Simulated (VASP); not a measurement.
Runs of VASP 6.6.1 on N. The structure is tetragonal, space group P4_2/mnm (No. 136). Conventional cell: a = 4.084 Å, b = 4.084 Å, c = 5.346 Å, α = 90.00°, β = 90.00°, γ = 90.00°. N (site symmetry m2m) is surrounded by 1 N at 1.11 Å. 

```tsv
task	level	potentials or basis	cell	k mesh	cutoff (eV)	smearing	grid for exact exchange (PRECFOCK)	exchange at q = 0	share of exact exchange	other keys	gap on the mesh (eV)	pressure (GPa)	largest force (eV/Å)
single point	RPBE	VASP PAW PBE potentials, release 64 (N_GW)	as given	7 × 7 × 5	550	gaussian 0.02 eV	-	-	-	-	6.99	(c)	(a)
electric field gradients	revPBE+D2	VASP PAW PBE potentials, release 64 (N_s)	as given	7 × 7 × 5	400	fermi-dirac 0.02 eV	-	-	-	-	6.59	10.6	8.10
single point	r2SCAN-EpsX	VASP PAW PBE potentials, release 64 (N)	atoms moved at random, drawn with an rms of 0.05 Å	5 × 5 × 3	500	gaussian 0.05 eV	Fast	default	0.6203	-	14.45	-3.0	7.30
atomic charges	SCAN+MBD-FI	VASP PAW PBE potentials, release 64 (N)	as given	7 × 7 × 5	520	gaussian 0.05 eV	-	-	-	-	7.57	-0.6	(b)
```

Alike in all rows: no spin polarisation.

Q: Fill in the values left out.

A: (a) 0.52; (b) 0.10; (c) 1.9.

Caveats: the standard files for N, O and F lose accuracy on very short bonds; the PAW data sets were made with another functional, which shifts forces and pressure a little; an odd mesh through Γ misses points on the zone boundary, where band edges often lie.
